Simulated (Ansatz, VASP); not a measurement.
**CdF2: VASP beside Ansatz**

Aim: how closely do two programs agree when they are given the same cell, functional and k mesh? Of the first pair: The cell is a member of a volume series, scaled by 1.015 from a relaxed one, so a pressure remains. Valence electrons are named where the data sets of a main pair hold unlike numbers.

Method: plane waves, with VASP 6.6.1 beside it; single point at LDA and single point at r2SCAN, in Ansatz 0.2.0.

## 1. The starting structure

Symmetry: Fm-3m, No. 225, cubic system. Conventional cell: a = 5.341 Å, b = 5.341 Å, c = 5.341 Å, α = 90.00°, β = 90.00°, γ = 90.00°. Cd has 8 F at 2.31 Å nearest. Nearest to F lie 4 Cd at 2.31 Å. Farther neighbours and most contacts between anions are not listed.

Coordinates:

```
Cd F
1.0
     0.00000    2.67054    2.67054
     2.67054    0.00000    2.67054
     2.67054    2.67054    0.00000
Cd F
1 2
Direct
  0.00000 0.00000 0.00000
  0.75000 0.75000 0.75000
  0.25000 0.25000 0.25000
```

## 2. VASP: single point, LDA, volume scaled by 1.015

A single point gives forces, pressure and levels at one fixed geometry, so differences don't come from the geometry; what else differs is listed under the comparison.

Lines of VASP's logs that name or quote its potential files are left out, and so is its time.

The input asks for a relaxation, which ended at its first step since no free force or stress exceeded the threshold; so it serves as a single point.

The input, INCAR:

```
SYSTEM = CdF2
PREC = Accurate
ENCUT = 560
EDIFF = 1E-06
NELM = 100
ISMEAR = 0
SIGMA = 0.03
LREAL = .FALSE.
ALGO = Normal
GGA = CA
NBANDS = 19
LORBIT = 11
LWAVE = .FALSE.
LCHARG = .FALSE.
KPAR = 4
IBRION = 2
NSW = 30
ISIF = 4
EDIFFG = -0.01
```

The input, POSCAR:

```
CdF2
1.0
    0.0000000000      2.6705353177      2.6705353177
    2.6705353177      0.0000000000      2.6705353177
    2.6705353177      2.6705353177      0.0000000000
Cd F
1 2
Direct
    0.0000000000      0.0000000000      0.0000000000
    0.7500000000      0.7500000000      0.7500000000
    0.2500000000      0.2500000000      0.2500000000
```

The input, KPOINTS:

```
Automatic mesh
0
Gamma
8 8 8
0 0 0
```

PAW data sets: Cd and F (LDA family, release 64).

Command:

```bash
mpirun -np 4 vasp_std
```

Numbers of over 12 decimals in the logs are rounded to 6 here.

Log:

```text
[banner, memory and clock lines left out]
running    4 mpi-ranks, on    1 nodes
 distrk:  each k-point on    1 cores,    4 groups
 distr:  one band on    1 cores,    1 groups

 POSCAR found type information on POSCAR CdF
 POSCAR found :  2 types and       3 ions
 LDA part: xc-table for (Slater(with rela. corr.)+CA(PZ))
 , standard interpolation
 POSCAR, INCAR and KPOINTS ok, starting setup
 FFT: planning ... GRIDC
 FFT: planning ... GRID_SOFT
 FFT: planning ... GRID
 WAVECAR not read
 entering main loop
       N       E                     dE             d eps       ncg     rms          rms(c)
DAV:   1     0.212771380459E+03    0.21277E+03   -0.16135E+04  1142   0.148E+03
DAV:   2    -0.418519507741E+01   -0.21696E+03   -0.20888E+03  1189   0.371E+02
DAV:   3    -0.142177242370E+02   -0.10033E+02   -0.10004E+02  1241   0.873E+01
DAV:   4    -0.142708309026E+02   -0.53107E-01   -0.53103E-01  1177   0.646E+00
DAV:   5    -0.142710193654E+02   -0.18846E-03   -0.18846E-03  1213   0.358E-01    0.103E+01
DAV:   6    -0.127594498133E+02    0.15116E+01   -0.38028E+00  1422   0.371E+01    0.783E+00
DAV:   7    -0.127691379699E+02   -0.96882E-02   -0.69431E-01  1117   0.811E+00    0.448E+00
DAV:   8    -0.127439941786E+02    0.25144E-01   -0.13830E-01  1156   0.347E+00    0.697E-01
DAV:   9    -0.127355327025E+02    0.84615E-02   -0.28798E-02  1396   0.221E+00    0.901E-02
DAV:  10    -0.127357975428E+02   -0.26484E-03   -0.27888E-03  1153   0.556E-01    0.685E-02
DAV:  11    -0.127358159322E+02   -0.18389E-04   -0.83861E-05  1201   0.149E-01    0.352E-02
DAV:  12    -0.127358110720E+02    0.48603E-05   -0.34425E-05  1147   0.584E-02    0.107E-02
DAV:  13    -0.127358113302E+02   -0.25820E-06   -0.23562E-06  1157   0.163E-02
   1 F= -.12735811E+02 E0= -.12735811E+02  d E =-.127358E+02
 curvature:   0.00 expect dE= 0.000E+00 dE for cont linesearch  0.000E+00
 trial: gam= 0.00000 g(F)=  0.724E-48 g(S)=  0.369E-33 ort = 0.000E+00 (trialstep = 0.100E+01)
 search vector abs. value=  0.100E-09
 reached required accuracy - stopping structural energy minimisation
```

Parts of OUTCAR (step 2):

```text
ion  position               nearest neighbor table
   1  0.000  0.000  0.000-   2 2.31   2 2.31   3 2.31   3 2.31   3 2.31   3 2.31   2 2.31   2 2.31

  LATTYP: Found a face centered cubic cell.
 ALAT       =     5.3410706354

 Subroutine GETGRP returns: Found 48 space group operations
 (whereof 48 operations were pure point group operations)

The static configuration has the point symmetry O_h .

 Found     29 irreducible k-points:

   k-points           NKPTS =     29   k-points in BZ     NKDIM =     29   number of bands    NBANDS=     19

   dimension x,y,z NGX =    30 NGY =   30 NGZ =   30
   dimension x,y,z NGXF=    60 NGYF=   60 NGZF=   60

   ENCUT  =  560.0 eV  41.16 Ry    6.42 a.u.   7.29  7.29  7.29*2*pi/ulx,y,z

   NELECT =      26.0000    total number of electrons

 k-points in reciprocal lattice and weights: Automatic mesh
   0.00000000  0.00000000  0.00000000       0.002
   0.12500000  0.00000000  0.00000000       0.016
   0.25000000  0.00000000  0.00000000       0.016
   0.37500000  0.00000000  0.00000000       0.016
   0.50000000  0.00000000  0.00000000       0.008
   0.12500000  0.12500000  0.00000000       0.012
   0.25000000  0.12500000  0.00000000       0.047
   0.37500000  0.12500000  0.00000000       0.047
   0.50000000  0.12500000  0.00000000       0.047
[...]
-0.37500000  0.50000000  0.12500000       0.023
  -0.25000000  0.50000000  0.25000000       0.012

 average (electrostatic) potential at core
       1 -39.6713       2 -77.7262       3 -77.7262

 E-fermi :  -1.2761

 k-point     1 :       0.0000    0.0000    0.0000
  band No.  band energies     occupation
    ...
      9      -2.5315      2.00000
     10      -2.5315      2.00000
     11      -1.9001      2.00000
     12      -1.9001      2.00000
     13      -1.9001      2.00000
     14       1.4349      0.00000
     15      10.9725      0.00000
     16      10.9725      0.00000
     17      10.9725      0.00000
     18      15.9042      0.00000
    ...

 k-point     2 :       0.1250    0.0000    0.0000
  band No.  band energies     occupation
    ...
      9      -2.6312      2.00000
     10      -2.6312      2.00000
     11      -2.0374      2.00000
     12      -1.9010      2.00000
     13      -1.9010      2.00000
     14       2.0440      0.00000
     15      10.2512      0.00000
     16      11.2174      0.00000
     17      11.2174      0.00000
     18      16.9486      0.00000
    ...

 k-point     3 :       0.2500    0.0000    0.0000
  band No.  band energies     occupation
    ...
      9      -2.9234      2.00000
     10      -2.9234      2.00000
     11      -2.6154      2.00000
     12      -1.8777      2.00000
     13      -1.8777      2.00000
     14       3.3915      0.00000
     15       9.0823      0.00000
     16      11.8527      0.00000
     17      11.8527      0.00000
     18      17.1921      0.00000
    ...

  Total       -0.4361171     -0.4361171     -0.4361171      0.0000000      0.0000000     -0.0000000
  in kB      -18.3437764    -18.3437764    -18.3437764      0.0000000      0.0000000     -0.0000000
  external PRESSURE =     -18.3437764 kB  Pullay stress =       0.0000000 kB

  energy-cutoff  :      560.00
  volume of cell :       38.09
      direct lattice vectors                 reciprocal lattice vectors
     0.000000000  2.670535318  2.670535318    -0.187228380  0.187228380  0.187228380
     2.670535318  0.000000000  2.670535318     0.187228380 -0.187228380  0.187228380
     2.670535318  2.670535318  0.000000000     0.187228380  0.187228380 -0.187228380

 POSITION                                       TOTAL-FORCE (eV/Angst)
 -----------------------------------------------------------------------------------
      0.00000      0.00000      0.00000         0.000000      0.000000      0.000000
      4.00580      4.00580      4.00580        -0.000000     -0.000000     -0.000000
      1.33527      1.33527      1.33527         0.000000      0.000000      0.000000
 -----------------------------------------------------------------------------------
    total drift:                                0.000000     -0.000000      0.000000

  FREE ENERGIE OF THE ION-ELECTRON SYSTEM (eV)
  ---------------------------------------------------
  free  energy   TOTEN  =       -12.7358113302 eV

  energy  without entropy=      -12.7358113302  energy(sigma->0) =      -12.73581133

 reached required accuracy - stopping structural energy minimisation

 total charge
# of ion       s       p       d       tot
------------------------------------------
    1        0.247   0.215   9.683  10.144
    2        1.728   4.319   0.000   6.047
    3        1.728   4.319   0.000   6.047
--------------------------------------------------
tot          3.703   8.852   9.683  22.238

[... 3 further parts left out ...]
```

CONTCAR:

```
CdF2
   1.00000000000000
     0.0000000000000000    2.6705353177000002    2.6705353177000002
     2.6705353177000002    0.0000000000000000    2.6705353177000002
     2.6705353177000002    2.6705353177000002    0.0000000000000000
  Cd              F
     1     2
Direct
     0.0000000000000000    0.0000000000000000    0.0000000000000000
     0.7500000000000000    0.7500000000000000    0.7500000000000000
     0.2500000000000000    0.2500000000000000    0.2500000000000000
```

The gap is read on the k-mesh alone, so it is an upper bound where the band edges lie off the mesh. The run keeps the 48 symmetry operations of its start, so it cannot find a distortion of lower symmetry.

## 3. Ansatz: single point, LDA, volume scaled by 1.015

Ansatz runs on its default PAW (the set named soft_2) files.

The same cell, functional (in two slightly different forms), mesh and smearing now go to Ansatz, which takes its cutoff from its data sets.

The input, input.yaml:

```yaml
crystal:
  lattice:
    - [0.0, 2.67053532, 2.67053532]
    - [2.67053532, 0.0, 2.67053532]
    - [2.67053532, 2.67053532, 0.0]
  atoms:
    - { symbol: Cd, position: [0.0, 0.0, 0.0] }
    - { symbol: F, position: [0.75, 0.75, 0.75] }
    - { symbol: F, position: [0.25, 0.25, 0.25] }
hamiltonian:
  xc: lda
  pseudopotentials: { kind: paw }
kpoints:
  mp_grid: { grid: [8, 8, 8] }
scf:
  occupations: { method: gaussian, width: 0.03 }
  n_extra_bands: 4
output:
  forces: true
  stress: true
  eigenvalues: true
  write_density: true
  write_potential: true
  elf: true
  volumetric_format: npy
```

Command:

```bash
ansatz run input.yaml --threads 2 --pin off --max-ram 4608MiB --backend cpu --events-out ev --progress --plain --runs-dir out
```

Log:

```text
scf.n_extra_bands = 4 over 17 filled bands (N_el = 34.0): the run solves 21 bands
Engine: ansatz 0.2.0, aarch64-unknown-linux-gnu
Pseudopotentials: kind: paw
Pseudopotential: Cd, paw, valence charge 20, recommended cutoff 420 eV (normal), Cd.paw.azcp
Pseudopotential: F, paw, valence charge 7, recommended cutoff 420 eV (normal), F.paw.azcp
Functional definition: SPW92
  exchange = slater_x
  correlation = pw_c
Crystal: 3 atoms, lattice volume = 38.091 Å³
Basis set: ecut = 420 eV, 725 PW (Γ)
Bands: 21, of which v1, the nominal top of the filled ones, is band 17 counted from 1 (16 counted from 0)
Symmetry: 48 space group operations
Space group: Fm-3m (ITA 225), of the structure as read, at distance tolerance 3.4e-5 Å
k-points: 29 of 512
Non-local potential: Cd, projectors of the file, l = 0: 3, l = 1: 2, l = 2: 2, l = 3: 1
Non-local potential: F, projectors of the file, l = 0: 2, l = 1: 2, l = 2: 1
PAW form: soft (Blöchl's): semilocal exchange-correlation on the pseudo side does not see the compensation charge
PAW frozen core: Cd, regenerated for the run's functional, and the local potential with it (the file was generated under x = pbe(κ = 0.804, μ = 0.219515), c = pbe(β = 0.066725))
PAW frozen core: F, regenerated for the run's functional, and the local potential with it (the file was generated under x = pbe(κ = 0.804, μ = 0.219515), c = pbe(β = 0.066725))
PAW one-centre angular grid: Cd, 590 points (default); XC on 64 Gauss nodes
PAW one-centre angular grid: F, 110 points (default); XC on 64 Gauss nodes
Initial density: superposition of atomic densities (neutral atoms: chi_scale 0, normalization atom), corrected by the library's trained network
Initial wavefunctions: pseudopotential atomic-orbital guess
Functional: x = slater, c = lda
SCF iter   1: F=—  HF=-9706.388401 eV  |F-HF|=—  |Δ(HF+E_count)|=         —  Δρ=2.36e-2  dr2=1.51e-1  ethr=1.77e-3  ⟨swp⟩=5.7  Hψ=2506  notcnv=0
preconditioner: auto → none  [insulator: Δε(μ)=2.622 eV  Ē_g=16.232 eV  σ=0.030 eV  W_gap=1.00  n_scr=14 (ndim 8)  ℏωp=30.7 eV  f_vac=0.124  D(μ)=0.00/eV (n_scr^D=0)  ε∞_Penn≈4.6]
SCF iter   2: F=—  HF=-9706.352249 eV  |F-HF|=—  |Δ(HF+E_count)|=   3.62e-2  Δρ=1.24e-2  dr2=2.91e-2  ethr=4.43e-4  ⟨swp⟩=2.0  Hψ=1334  notcnv=0
SCF iter   3: F=—  HF=-9706.343129 eV  |F-HF|=—  |Δ(HF+E_count)|=   9.12e-3  Δρ=2.04e-3  dr2=7.51e-4  ethr=8.57e-5  ⟨swp⟩=2.0  Hψ=1096  notcnv=0
SCF iter   4: F=—  HF=-9706.342893 eV  |F-HF|=—  |Δ(HF+E_count)|=   2.36e-4  Δρ=8.60e-4  dr2=8.93e-5  ethr=2.21e-6  ⟨swp⟩=1.6  Hψ=693  notcnv=0
SCF iter   5: F=—  HF=-9706.342838 eV  |F-HF|=—  |Δ(HF+E_count)|=   5.50e-5  Δρ=2.90e-5  dr2=1.58e-7  ethr=2.63e-7  ⟨swp⟩=2.0  Hψ=986  notcnv=0
SCF iter   6: F=-9706.342838 eV  HF=-9706.342838 eV  |F-HF|=8.44e-10  |Δ(HF+E_count)|=   7.31e-9  Δρ=4.11e-6  dr2=3.18e-9  ethr=2.94e-10  ⟨swp⟩=7.7  Hψ=3473  notcnv=0
SCF 1 converged in 6 iterations: F = -9706.342838 eV  dr2 = 3.18e-9
  greatest PAW one-centre occupation: 1.000 electrons in one spin orbital (limit 2), on the Cd atom at site 0 (counted from 0), in its partial waves of l = 0
SCF converged after 6 iterations
Free energy (F): -9706.342838 eV
Harris-Foulkes:  -9706.342838 eV  (|F-HF|=8.44e-10)
Internal energy: -9706.342838 eV  (E = F + TS)
E sigma→0 (E₀):  -9706.342838 eV
Fermi energy:    7.863046 eV
--- Per-component energies (eV) ---
  E_band       = -479.566014
  E_kinetic    = 915.366983
  E_local      = -4182.870759  (includes V_loc(G=0)·N_el)
  E_nonlocal   = 196.043460
  E_hartree    = 1846.955350
  E_xc         = -330.058215
  E_vxc        = -421.441408  (∫ρ·V_xc dr)
  E_paw        = -4325.585401  (= ΣΔE_a)
  E_vpaw       = -680.576079  (= ΣTr[D̂ρ^β])
  E_aug_tail   = 0.004058  (compensation charges beyond the density's cutoff)
  E_ewald      = -3827.191385
  E_core_change = 0.993072  (= ΣΔE_core)
  E_smearing   = -0.000000  (= −TS)
  E_closure    = -0.000000  (closes the sum)
  Σ components = -9706.342838   (vs F -9706.342838, Δ=0.00e0)
--- Forces (eV/Å), atoms counted from 1 ---
  atom   1  Cd     0.00000000    -0.00000000    -0.00000000
  atom   2  F     -0.00000000    -0.00000000     0.00000000
  atom   3  F     -0.00000000    -0.00000000    -0.00000000
  max |Σ_I F_I| component: 2.08e-17 eV/Å
--- Stress (GPa, compression-positive) ---
       -2.941292      -0.000000       0.000000
       -0.000000      -2.941292      -0.000000
        0.000000      -0.000000      -2.941292
  P = ⅓ Tr σ = -2.9413 GPa (-29.413 kbar)
--- Band table (eV; the first three rows and the last of 29) ---
  k-point 0: bands = [... 13 lower, 5.3269, 5.9699, 5.9699, 5.9699, 9.3150, 18.8415, 18.8415, 18.8415]
  k-point 1: bands = [... 13 lower, 5.2289, 5.8306, 5.9679, 5.9679, 9.9211, 18.1167, 19.0870, 19.0870]
  k-point 2: bands = [... 13 lower, 4.9397, 5.2528, 5.9898, 5.9898, 11.2635, 16.9434, 19.7240, 19.7240]
  k-point 28: bands = [... 13 lower, 4.7949, 4.7949, 5.7237, 6.4105, 14.4418, 17.5491, 17.9871, 17.9871]
```

The job ended after 1 s (2 threads of Arm Neoverse V1, shared host; peak memory 0.29 GiB).

The run ends at a pressure of -2.94 GPa.

## 4. Side by side

Known differences besides the potentials themselves: the two LDA forms differ slightly; the data sets hold 34 valence electrons in Ansatz (on its default PAW (the set named soft_2) files) and 26 in VASP; the cutoff is 420 eV in Ansatz and 560 eV in VASP; VASP's log shows a relativistic correction to its local exchange, Ansatz's none. Total energies have different zeros and are not compared.

The two programs side by side:

```tsv
quantity	Ansatz	VASP	difference
pressure (GPa)	-2.94	-1.83	-1.11
pressure without Ansatz's Pulay correction (GPa)	-3.86	-1.83	-2.03
gap on the k mesh (eV)	2.904	2.889	+0.016
```

A gap on the mesh is an upper bound, since the band edges may lie between its points. Ansatz's pressure holds a Pulay correction of 0.92 GPa; VASP's holds none.

## 5. Further runs

Further runs change the set-up of one program: Ansatz's method, potentials or start, or VASP's data sets, cutoff or form of LDA. The table gives Ansatz less VASP for each quantity, since a change that brings one quantity closer may part another.

```tsv
run	pressure (GPa)	gap on the k mesh (eV)	pressure without Ansatz's Pulay correction (GPa)
as above	-1.1	0.016	-2.0
cores kept as stored	-1.1	0.018	-2.0
Ansatz's all-electron LAPW method	-1.1	-2.1e-4	
Ansatz's larger PAW set (cutoff 1300 eV)	-1.1	0.0013	
norm-conserving potentials (cutoff 1388 eV)	-1.1	0.026	-1.2
```

## 6. Ansatz: single point, LDA, volume scaled by 1.03

With cell and atoms fixed, the geometry can't cause a difference; cores, projectors, grids and the points listed under the comparison can. The cell compared in this pair holds 38.65 Å³, against 38.09 Å³ for the pair before.

The cell is a member of a volume series, scaled by 1.03 from a relaxed one, so a pressure remains.

Edit input.yaml of step 3 so:

```diff
@@ -2,5 +2,5 @@
   lattice:
-    - [0.0, 2.67053532, 2.67053532]
-    - [2.67053532, 0.0, 2.67053532]
-    - [2.67053532, 2.67053532, 0.0]
+    - [0.0, 2.68362639, 2.68362639]
+    - [2.68362639, 0.0, 2.68362639]
+    - [2.68362639, 2.68362639, 0.0]
   atoms:
```

Log:

```text
[...]
Crystal: 3 atoms, lattice volume = 38.654 Å³
Basis set: ecut = 420 eV, 749 PW (Γ)
Bands: 21, of which v1, the nominal top of the filled ones, is band 17 counted from 1 (16 counted from 0)
Symmetry: 48 space group operations
[...]
k-points: 29 of 512
[...]
--- Band table (eV; the first three rows and the last of 29) ---
  k-point 0: bands = [... 13 lower, 5.1346, 5.7188, 5.7188, 5.7188, 9.0313, 18.5448, 18.5448, 18.5448]
  k-point 1: bands = [... 13 lower, 5.0354, 5.5885, 5.7210, 5.7210, 9.6324, 17.8217, 18.7839, 18.7839]
  k-point 2: bands = [... 13 lower, 4.7479, 5.0285, 5.7477, 5.7477, 10.9601, 16.6510, 19.4028, 19.4028]
  k-point 28: bands = [... 13 lower, 4.5931, 4.5931, 5.5256, 6.1793, 14.0885, 17.2812, 17.6511, 17.6511]
[key lines of the parts left out:]
SCF converged after 6 iterations
Free energy (F): -9706.329968 eV
Fermi energy:    7.605576 eV
P = ⅓ Tr σ = -4.5283 GPa (-45.283 kbar)
```

Wall time 1 s (2 threads); peak memory 0.29 GiB; 1.8 s of CPU time.

The run ends at a pressure of -4.53 GPa.

## 7. VASP: single point, LDA, volume scaled by 1.03

The same cell, functional (in two slightly different forms), mesh and smearing now go to VASP, with its own data sets.

The input asks for a relaxation, which ended at its first step since no free force or stress exceeded the threshold; so it serves as a single point.

Edit INCAR of step 2 so:

```diff
@@ -3,3 +3,3 @@
 ENCUT = 560
-EDIFF = 1E-06
+EDIFF = 1E-07
 NELM = 100
@@ -16,4 +16,4 @@
 IBRION = 2
-NSW = 30
+NSW = 50
 ISIF = 4
-EDIFFG = -0.01
+EDIFFG = -0.002
```

The input, POSCAR:

```
CdF2
1.0
    0.0000000000      2.6836263863      2.6836263863
    2.6836263863      0.0000000000      2.6836263863
    2.6836263863      2.6836263863      0.0000000000
Cd F
1 2
Direct
    0.0000000000      0.0000000000      0.0000000000
    0.7500000000      0.7500000000      0.7500000000
    0.2500000000      0.2500000000      0.2500000000
```

KPOINTS is that of step 2.

Command:

```bash
mpirun -np 4 vasp_std
```

Log:

```text
[... set-up lines as in an earlier step ...]
 entering main loop
       N       E                     dE             d eps       ncg     rms          rms(c)
DAV:   1     0.204300510595E+03    0.20430E+03   -0.16290E+04  1126   0.147E+03
DAV:   2    -0.526312330329E+01   -0.20956E+03   -0.20182E+03  1201   0.366E+02
DAV:   3    -0.142368448765E+02   -0.89737E+01   -0.89460E+01  1198   0.833E+01
DAV:   4    -0.142793701631E+02   -0.42525E-01   -0.42521E-01  1192   0.584E+00
[...]
DAV:  12    -0.127275736291E+02    0.74297E-05   -0.45489E-05  1147   0.678E-02    0.905E-03
DAV:  13    -0.127275739881E+02   -0.35897E-06   -0.30554E-06  1174   0.161E-02    0.286E-03
DAV:  14    -0.127275739574E+02    0.30723E-07   -0.83492E-08   922   0.396E-03
   1 F= -.12727574E+02 E0= -.12727574E+02  d E =-.127276E+02
[...]
reached required accuracy - stopping structural energy minimisation
```

From OUTCAR (step 7):

```text
  Total       -0.8478714     -0.8478714     -0.8478714     -0.0000000      0.0000000      0.0000000
  in kB      -35.1434508    -35.1434508    -35.1434508     -0.0000000      0.0000000      0.0000000
  external PRESSURE =     -35.1434508 kB  Pullay stress =       0.0000000 kB

 POSITION                                       TOTAL-FORCE (eV/Angst)
 -----------------------------------------------------------------------------------
      0.00000      0.00000      0.00000        -0.000000     -0.000000     -0.000000
      4.02544      4.02544      4.02544         0.000000      0.000000      0.000000
      1.34181      1.34181      1.34181        -0.000000     -0.000000     -0.000000
 -----------------------------------------------------------------------------------
    total drift:                                0.000000     -0.000000      0.000000

  FREE ENERGIE OF THE ION-ELECTRON SYSTEM (eV)
  ---------------------------------------------------
  free  energy   TOTEN  =       -12.7275739574 eV

  energy  without entropy=      -12.7275739574  energy(sigma->0) =      -12.72757396

[... 2 parts as in an earlier step ...]

[... 2 further parts left out ...]
[key lines of the parts left out:]
E-fermi :  -1.3914
```

(Continued in part 2 of 2.)

[Lines on the potential files, build, host, timing and source positions are cut from VASP's logs without a mark.]

[Logs are printed without paths, hosts, clocks, repeated set-up lines and the standing remarks that a program may print on its own settings, such as how far it seeks lower states.]

[Hosts, paths, dates, database ids (printed as entryN), source tags and the programs' standing remarks are cut or masked in the printed files.]
